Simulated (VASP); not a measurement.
# Nb5N4 in VASP: further runs, part 2 of 2

VASP 6.6.1. Earlier steps stand in the parts before.

**3. Single point, LDA**

This run uses another cell than the first one, of 19.26 Å³/atom, 1.095 times its volume.

Input file INCAR:

```
PREC     = Accurate       # precision mode
ENCUT    = 400            # plane-wave cutoff, eV
EDIFF    = 1E-7           # SCF threshold, eV
ISMEAR   = 1              # smearing method
SIGMA    = 0.1            # smearing width, eV
LREAL    = F              # projectors in reciprocal space
LASPH    = T              # aspherical terms in the spheres
NELM     = 120            # most SCF steps
ALGO     = Normal         # electronic algorithm
ISIF     = 2              # what is computed and relaxed
LWAVE    = F              # write WAVECAR
LCHARG   = F              # write CHGCAR
LDIPOL   = T            
IDIPOL   = 3            
DIPOL    = 0.5 0.5 0.500
GGA      = CA             # functional
NBANDS   = 60             # bands
LVHAR    = T            
LVACPOTAV= T
```

Input file KPOINTS:

```
regular mesh
0
Gamma
  10 10 1
```

Input file POSCAR:

```
Nb5N4
1.0
    2.9399979705      0.0000000000      0.0000000000
   -1.4699989852      2.5461129295      0.0000000000
    0.0000000000      0.0000000000     23.1600000000
Nb N
5 4
Direct
    0.0000000000      0.0000000000      0.2590673575
    0.0000000000      0.0000000000      0.3795336788
    0.0000000000      0.0000000000      0.5000000000
    0.0000000000      0.0000000000      0.6204663212
    0.0000000000      0.0000000000      0.7409326425
    0.6666666667      0.3333333334      0.3193005181
    0.6666666667      0.3333333334      0.4397668394
    0.6666666667      0.3333333334      0.5602331606
    0.6666666667      0.3333333334      0.6806994819
```

Potentials or basis: VASP PAW LDA potentials, release 64 (Nb_sv, N).

Launch:

```bash
cat potpaw_LDA.64/Nb_sv/POTCAR potpaw_LDA.64/N/POTCAR > POTCAR
mpirun -np 1 vasp_std > vasp.out
```

OUTCAR:

```text
PREC = Accurate
   ENCUT = 400
   EDIFF = 1E-7
   ISMEAR = 1
   LREAL = F
   LASPH = T
   NELM = 120
   ISIF = 2
   GGA = CA

 Found     14 irreducible k-points:

 Following reciprocal coordinates:
            Coordinates               Weight
  0.000000  0.000000  0.000000      1.000000
  0.100000 -0.000000  0.000000      6.000000
  0.200000 -0.000000  0.000000      6.000000
  0.300000  0.000000  0.000000      6.000000
  0.400000  0.000000  0.000000      6.000000
  0.500000  0.000000  0.000000      3.000000
   k-points           NKPTS =     14   k-points in BZ     NKDIM =     14   number of bands    NBANDS=     60
   number of dos      NEDOS =    301   number of ions     NIONS =      9
   total plane-waves  NPLWV =  64000
   dimension x,y,z NGX =    20 NGY =   20 NGZ =  160
   dimension x,y,z NGXF=    40 NGYF=   40 NGZF=  320
   ions per type =               5   4
   NGX,Y,Z   is equivalent  to a cutoff of  11.31, 11.31, 11.49 a.u.
   NGXF,Y,Z  is equivalent  to a cutoff of  22.62, 22.62, 22.97 a.u.
 SYSTEM =  unknown system
   PREC   = accura    normal or accurate (medium, high low for compatibility)
   ISTART =      0    job   : 0-new  1-cont  2-samecut
   ICHARG =      2    charge: 1-file 2-atom 10-const
   ISPIN  =      1    spin polarized calculation?
   LNONCOLLINEAR =      F non collinear calculations
   LSORBIT =      F    spin-orbit coupling
   LASPH  =      T    aspherical Exc in radial PAW
   ENCUT  =  400.0 eV  29.40 Ry    5.42 a.u.   4.79  4.79 37.77*2*pi/ulx,y,z
   NELM   =    120;   NELMIN=  2; NELMDL= -5     # of ELM steps
   EDIFF  = 0.1E-06   stopping-criterion for ELM
   LREAL  =      F    real-space projection
   EDIFFG = 0.1E-05   stopping-criterion for IOM
   NSW    =      0    number of steps for IOM
   IBRION =     -1    ionic relax: 0-MD 1-quasi-New 2-CG
   NFREE  =      0    steps in history (QN), initial steepest desc. (CG)
   ISIF   =      2    stress and relaxation
   ISYM   =      2    0-nonsym 1-usesym 2-fastsym
   POTIM  = 0.5000    time-step for ionic-motion
   TEBEG  =    0.0;   TEEND  =   0.0 temperature during run
   PSTRESS=    0.0 pullay stress
   NELECT =      85.0000    total number of electrons
   NUPDOWN=      -1.0000    fix difference up-down
   EMIN   =  10.00;   EMAX   =-10.00  energy-range for DOS
   EFERMI =   0.00;   METHOD = LEGACY
   ISMEAR =     1;   SIGMA  =   0.10  broadening in eV -4-tet -1-fermi 0-gaus
   EFERMI_NEDOS =   21; number of points for ismear=-14 and -15
   IALGO  =     38    algorithm
   IMIX   =      4    mixing-type and parameters
     AMIX     =   0.40;   BMIX     =  1.00
     AMIX_MAG =   1.60;   BMIX_MAG =  1.00
  volume/ion in A,a.u.               =      19.26       129.99
  Fermi-wavevector in a.u.,A,eV,Ry     =   1.290902  2.439452 22.673141  1.666429
  Thomas-Fermi vector in A             =   2.422705
   LORBIT       =      0    0 simple, 1 ext, 2 COOP (PROOUT), +10 PAW based schemes
   GGA     = CA    functional components
   LHFCALC =     F    Hartree Fock is set to
   AEXX    =    0.0000 exact exchange contribution
   IVDW    =     0    specifies the selected vdW correction
   LEPSILON=     F    determine dielectric tensor
   LRPA    =     F    only Hartree local field effects (RPA)
 non-spin polarized calculation
 Methfessel and Paxton  Order N= 1 SIGMA  =   0.10
  energy-cutoff  :      400.00
  volume of cell :      173.37
 maximum number of plane-waves:      3180
 NGX is ok and might be reduce to    20
   NGX =  9   NGY =  9   NGZ = 75

 number of electron      84.9999993 magnetization

 dipolmoment           0.000000      0.000000     -0.000000 electrons x Angstroem

 Free energy of the ion-electron system (eV)
  ---------------------------------------------------
  ext. energy  EPLUGINS =         0.00000000
  ---------------------------------------------------
  free energy    TOTEN  =      -100.70113231 eV

  energy without entropy =     -100.69903919  energy(sigma->0) =     -100.70043461

 E-fermi :   5.5077     XC(G=0):  -8.8653

 val. band max:        5.3054202432   @ k =   0.5000   0.0000   0.0000
 cond. band min:       5.5250707507   @ k =   0.0000   0.0000   0.0000
 fundamental gap:      0.2196505075
 Fermi energy:         5.5076871011

 k-point     1 :       0.0000    0.0000    0.0000
  band No.  band energies     occupation
      1     -49.7251      2.00000
      2     -49.6900      2.00000
      3     -49.5972      2.00000
      4     -49.2691      2.00000
      5     -49.2690      2.00000
      6     -26.8183      2.00000
[... 46 lines left out ...]
     53       7.7528      0.00000
     54       8.6462      0.00000

 k-point     2 :       0.1000   -0.0000    0.0000
  band No.  band energies     occupation
      1     -49.7087      2.00000
      2     -49.6740      2.00000
      3     -49.5816      2.00000
      4     -49.2540      2.00000
      5     -49.2539      2.00000
      6     -26.7853      2.00000
[... 46 lines left out ...]
     53       8.2973      0.00000
     54       8.5482      0.00000

 k-point     3 :       0.2000   -0.0000    0.0000
  band No.  band energies     occupation
      1     -49.6656      2.00000
      2     -49.6317      2.00000
      3     -49.5404      2.00000
      4     -49.2144      2.00000
      5     -49.2143      2.00000
      6     -26.6982      2.00000
[... 46 lines left out ...]
     53       8.5192      0.00000
     54       8.6544      0.00000

 k-point     4 :       0.3000    0.0000    0.0000
  band No.  band energies     occupation
      1     -49.6118      2.00000
      2     -49.5790      2.00000
      3     -49.4889      2.00000
      4     -49.1650      2.00000
      5     -49.1649      2.00000
      6     -26.5877      2.00000
[... 46 lines left out ...]
     53       8.2892      0.00000
     54       9.1379      0.00000

 k-point     5 :       0.4000    0.0000    0.0000
  band No.  band energies     occupation
      1     -49.5678      2.00000
      2     -49.5359      2.00000
      3     -49.4468      2.00000
      4     -49.1246      2.00000
      5     -49.1245      2.00000
      6     -26.5410      2.00000
[... 46 lines left out ...]
     53       9.3950      0.00000
     54       9.6047      0.00000

 k-point     6 :       0.5000    0.0000    0.0000
  band No.  band energies     occupation
      1     -49.5509      2.00000
      2     -49.5193      2.00000
      3     -49.4306      2.00000
      4     -49.1090      2.00000
      5     -49.1090      2.00000
      6     -26.6526      2.00000
[... 46 lines left out ...]
     53       9.8852      0.00000
     54      10.0263      0.00000

 [... further k-points ...]

 [bands above 54 left out]

------------------------ aborting loop because EDIFF is reached ----------------------------------------

  FORCE on cell =-STRESS in cart. coord.  units (eV):
  Direction    XX          YY          ZZ          XY          YZ          ZX
  --------------------------------------------------------------------------------------
  -------------------------------------------------------------------------------------
  Total       -7.9694567     -7.9694567      3.6846408     -0.0000000      0.0000000      0.0000000
  in kB      -73.6505591    -73.6505591     34.0519899     -0.0000000      0.0000000      0.0000000
  external PRESSURE =     -37.7497094 kB  Pullay stress =       0.0000000 kB

 VOLUME and BASIS-vectors are now :
 -----------------------------------------------------------------------------
  energy-cutoff  :      400.00
  volume of cell :      173.37
      direct lattice vectors                 reciprocal lattice vectors
     2.939997970  0.000000000  0.000000000     0.340136289  0.196377778  0.000000000
    -1.469998985  2.546112930  0.000000000     0.000000000  0.392755556  0.000000000
     0.000000000  0.000000000 23.160000000     0.000000000  0.000000000  0.043177893

 POSITION                                       TOTAL-FORCE (eV/Angst)
 -----------------------------------------------------------------------------------
      0.00000      0.00000      6.00000        -0.000000     -0.000000     -0.409472
      0.00000      0.00000      8.79000         0.000000      0.000000     -0.476242
      0.00000      0.00000     11.58000        -0.000000     -0.000000     -0.000000
      0.00000      0.00000     14.37000         0.000000     -0.000000      0.476242
      0.00000      0.00000     17.16000        -0.000000     -0.000000      0.409472
      1.47000      0.84870      7.39500         0.000000     -0.000000      0.130332
      1.47000      0.84870     10.18500        -0.000000     -0.000000      0.027440
      1.47000      0.84870     12.97500        -0.000000     -0.000000     -0.027440
      1.47000      0.84870     15.76500         0.000000      0.000000     -0.130332
 -----------------------------------------------------------------------------------
    total drift:                                0.000002     -0.000001      0.000000

  FREE ENERGIE OF THE ION-ELECTRON SYSTEM (eV)
  ---------------------------------------------------
  free  energy   TOTEN  =      -100.7011323124 eV

  energy  without entropy=     -100.6990391908  energy(sigma->0) =     -100.70043461

 vacuum level on the upper side and lower side of the slab        10.572        10.572
```

It took 5.7 min on 1 thread of AMD EPYC, shared host; peak memory 0.2 GiB.

The run converged, but some of its settings lie outside the range that counts as converged, so its numbers aren't taken as properties of the slab.

What came out:

```yaml
Free_energy: -100.7011 eV
Largest_force: 0.476 eV/Å
Band_gap_on_the_k_mesh: none (metal or under the smearing width)
Work_function_of_the_upper_face: 5.06 eV
Work_function_of_the_lower_face: 5.06 eV
```

Caveat: the cutoff is under 1.25 times the usual one of these potentials, so pressure, stress and relaxed cells hold a basis-set (Pulay) error.

**4. Single point, LDA**

This run uses another cell than the first one, of 19.26 Å³/atom, 1.095 times its volume.

INCAR: that of step 3 with these lines changed.

```diff
@@ -2,3 +2,3 @@
 ENCUT    = 400            # plane-wave cutoff, eV
-EDIFF    = 1E-7           # SCF threshold, eV
+EDIFF    = 0.001          # SCF threshold, eV
 ISMEAR   = 1              # smearing method
```

KPOINTS is that of step 3.

POSCAR is that of step 3.

Launch:

```bash
cat potpaw_LDA.64/Nb_sv/POTCAR potpaw_LDA.64/N/POTCAR > POTCAR
mpirun -np 1 vasp_std > vasp.out
```

Wall time 3.2 min (1 thread of AMD EPYC, shared host); peak memory 0.19 GiB.

These settings aren't checked as converged: the numbers below hold their error.

Results:

- Free energy: -100.7005 eV
- Largest force: 0.456 eV/Å
- Band gap on the k mesh: none (metal or under the smearing width)

Caveat: the cutoff is under 1.25 times the usual one of these potentials, so pressure, stress and relaxed cells hold a basis-set (Pulay) error.
